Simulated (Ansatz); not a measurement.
Here is an unrelaxed guess for CaO.

Space group P4/mmm (No. 123). a = 3.202 Å, b = 3.202 Å, c = 3.741 Å, α = 90.00°, β = 90.00°, γ = 90.00°
| atom | site | symmetry | x | y | z |
| --- | --- | --- | --- | --- | --- |
| Ca | 1d | 4/mmm | 0.5000 | 0.5000 | 0.5000 |
| O | 1a | 4/mmm | 0.0000 | 0.0000 | 0.0000 |

Method: Ansatz 0.2.0, DFT PBE, scalar-relativistic, plane waves, PAW. Plane waves to 420 eV, a k mesh through Γ of 6×6×4 on the computed 2-atom cell and Gaussian smearing (0.10 eV); no spin polarisation.

Energies over the elements count from the elements' standard structures at the same level (O₂ as a molecule), with no fitted energy shifts.

Problem. Estimate its pressure, forces and energy as it stands.

Solution. The pressure is -17.5 GPa (the mean over three directions, positive in compression), the largest force is 0.00 eV/Å (symmetry fixes the atoms), and the energy is −1.70 eV/atom against the elements. The shortest distance is 2.94 Å.

Problem. How much does it gain on relaxing, and where does it end?

Solution. Relaxing gains about 0.75 eV/atom in 14 ionic steps and ends at −2.456 eV/atom on the finer mesh. The symmetry goes from P4/mmm (No. 123) to Pm-3m (No. 221). The end has the caesium chloride type. The volume per atom shrinks by 34.1 %, from 19.2 to 12.6 Å³. The shortest distance goes from 2.94 Å (Ca–O) to 2.54 Å (Ca–O). Conventional cell: a = 2.934 Å. Ca is surrounded by 8 O at 2.54 Å and 6 Ca at 2.93 Å; O has 8 Ca at 2.54 Å and 6 O at 2.93 Å.

The last run used an 8×8×8 mesh for its 2-atom cell and Gaussian smearing of 0.02 eV. The relaxation can't lower the symmetry of the start. Symmetry constrained the relaxation, so the result can be a saddle point. Another cell of CaO relaxed alike, in F-43m, lies 0.31 eV/atom lower, so this cell isn't the stable form at this level.
